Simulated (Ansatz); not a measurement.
# How far is PAW off for TaN?

```yaml
crystal:
  lattice:
    - [3.10778, 0.00000, 0.00000]
    - [-1.55389, 2.69142, 0.00000]
    - [0.00000, 0.00000, 5.01446]
  atoms:
    - { symbol: Ta, position: [0.00000, 0.00000, 0.00000] }
    - { symbol: Ta, position: [0.00000, 0.00000, 0.50000] }
    - { symbol: N, position: [0.33333, 0.66667, 0.25000] }
    - { symbol: N, position: [0.66667, 0.33333, 0.75000] }
```

Atoms are numbered in the order listed.

The geometry is COD entry 1523630, unchecked; take it as a test cell. The listed cell was then made from it by scaling, straining or moving an atom.

Spin–orbit coupling is left out, though it moves levels of the heavy atoms by tenths of an eV or more.

All numbers are computed: DFT, PBEsol, PAW with Ansatz's default frozen-core files, scalar-relativistic (Ansatz 0.2.0); DFT, PBEsol, all-electron PAW with datasets made for the crystal, scalar-relativistic (Ansatz 0.2.0); DFT, PBEsol, all-electron LAPW, scalar-relativistic (Ansatz 0.2.0).

For PAW: a Γ-centred 9×9×5 k mesh, Fermi–Dirac smearing of 0.01 eV, cutoff 420 eV, no spin polarisation; the PAW files were made with PBE, and the program remakes their frozen cores for this functional. The crystal-made all-electron datasets (AE datasets) take a cutoff of 500 eV at this cell. LAPW targets a basis error of 0.5 meV/atom. The Ansatz runs share mesh, smearing and spin set-up. Plane-wave (PAW) pressures include the program's estimate of the Pulay term.

Stress and pressure are positive in compression.

The change that made this cell: volume scaled by 1.06.

Spin–orbit coupling is left out, which moves gradients at and beside heavy atoms by some per cent and at worst by a factor of two.

In a metal, gradients converge slowly with the k mesh: the values move by tens of per cent from one mesh to another, at times in sign, so only the comparison on one mesh counts.

```
                             quantity     PAW  AE datasets   LAPW
                       pressure (GPa)   21.56        21.29  21.29
                      stress xx (GPa)   -1.63        -1.81  -1.81
                      stress zz (GPa)   67.96        67.49  67.49
field gradient Vzz at Ta1 (10²¹ V/m²)  -21.86       -21.44      –
 field gradient Vzz at N3 (10²¹ V/m²)    0.52         0.51      –
```

PAW's pressure differs from the LAPW value by +0.28 GPa. Datasets made for the crystal and LAPW share parts of one code, so their agreement isn't an independent check.
